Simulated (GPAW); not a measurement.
The S K edge of atom 2 in BaS (Fm-3m), with 6 Ba at 3.19 Å (octahedral, site symmetry m-3m), was computed in 2 ways: full core hole (charged cell) and no core hole. Program and functional: GPAW, PBE, Gaussian full width 0.9 eV up to 4 eV, rising linearly to 3.5 eV at 25 eV; cells of 2 and 12 atoms (the run without a hole in the smaller).

Each run is counted from its own lowest empty level or Fermi level and scaled to a mean of 1 over its first 20 eV.

| E (eV) | run 1 | run 2 |
| --- | --- | --- |
| -2.0 | 0.00 | 0.00 |
| -1.0 | 0.00 | 0.00 |
| 0.0 | 0.00 | 0.04 |
| 1.0 | 0.24 | 0.46 |
| 2.0 | 0.68 | 0.91 |
| 3.0 | 0.98 | 1.92 |
| 4.0 | 1.94 | 1.12 |
| 5.0 | 0.85 | 1.22 |
| 6.0 | 1.44 | 1.91 |
| 7.0 | 2.11 | 0.88 |
| 8.0 | 1.22 | 0.62 |
| 9.0 | 0.60 | 0.62 |
| 10.0 | 0.62 | 0.71 |
| 11.0 | 0.80 | 0.87 |
| 12.0 | 1.09 | 1.05 |
| 13.0 | 0.94 | 1.02 |
| 14.0 | 0.94 | 1.07 |
| 15.0 | 1.11 | 1.04 |
| 16.0 | 1.06 | 1.02 |
| 17.0 | 0.98 | 1.02 |
| 18.0 | 0.95 | 0.99 |
| 19.0 | 0.93 | 1.00 |
| 20.0 | 0.99 | 1.08 |
| 21.0 | 1.16 | 1.10 |
| 22.0 | 1.23 | 1.01 |
| 23.0 | 1.04 | 0.86 |
| 24.0 | 0.79 | 0.74 |
| 25.0 | 0.65 | 0.70 |
| 26.0 | 0.64 | 0.71 |
| 27.0 | 0.74 | 0.78 |
| 28.0 | 0.86 | 0.90 |
| 29.0 | 0.89 | 1.00 |
| 30.0 | 0.86 | 1.04 |

Q: Which run is which?

Run 1: no core hole (area from −2 to 6 eV 5.2, main maxima 2.4 eV (0.84), 3.9 eV (1.98), 6.6 eV (2.34), 15.2 eV (1.11) and 21.8 eV (1.24)). Run 2: full core hole (charged cell) (area from −2 to 6 eV 6.6, main maxima 2.9 eV (1.96), 5.9 eV (1.93), 14.2 eV (1.08) and 20.7 eV (1.11)). With each curve scaled to its own mean, the area from −2 to 6 eV with the hole is 6.6 against 5.2, and the centre of weight from −1 to 20 eV moves by -0.1 eV, while the pattern of peaks shifts by -1.0 eV: the hole pulls the absorber's empty states down.

[Hosts, paths, dates, database ids (printed as entryN), source tags and the programs' standing remarks are cut or masked in the printed files.]

[Lists of maxima count a maximum above −3 eV only where it reaches 4 % of the highest in the window and stands out from its surroundings by 2 % of it (1.5 % where it reaches 55 %); shoulders and weaker maxima are passed over, and of the rest the first, up to two pre-edge ones and the few strongest are named.]
